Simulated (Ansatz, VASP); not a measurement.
**RbBr in VASP and in Ansatz**

```
CELL_PARAMETERS angstrom
3.67610 0.00000 0.00000
0.00000 3.67610 0.00000
0.00000 0.00000 5.19801
ATOMIC_POSITIONS crystal
Rb 0.00000 0.00000 0.00000
Br 0.50000 0.50000 0.50000
```

Alike in both runs: task single point; functional PBE; k mesh 6 × 6 × 6; occupations gaussian, width 0.05 eV; no spin polarisation.

|  | VASP | Ansatz |
| --- | --- | --- |
| version | VASP 6.6.1 | Ansatz 0.2.0 |
| potentials or method | VASP PAW PBE potentials, release 64 (Rb_sv, Br) | scalar-relativistic, plane waves, PAW |
| plane-wave cutoff (eV) | 520 | 420 |
| valence electrons in the cell | 16 | 16 |

Ansatz gave:

- gap on the k mesh at the Fermi level (eV): 1.95
- least direct gap on the mesh (eV): 2.19
- pressure (GPa): 0.8
- largest component of the traceless stress (GPa): 8.09

**Question.** Which values does VASP return?

**Answer.** gap on the k mesh at the Fermi level (eV): 1.94; least direct gap on the mesh (eV): 2.19; pressure (GPa): 0.9; largest component of the traceless stress (GPa): 8.09.

A k mesh can miss the band edges. PBE gaps usually lie below the measured ones, often by a third to a half.
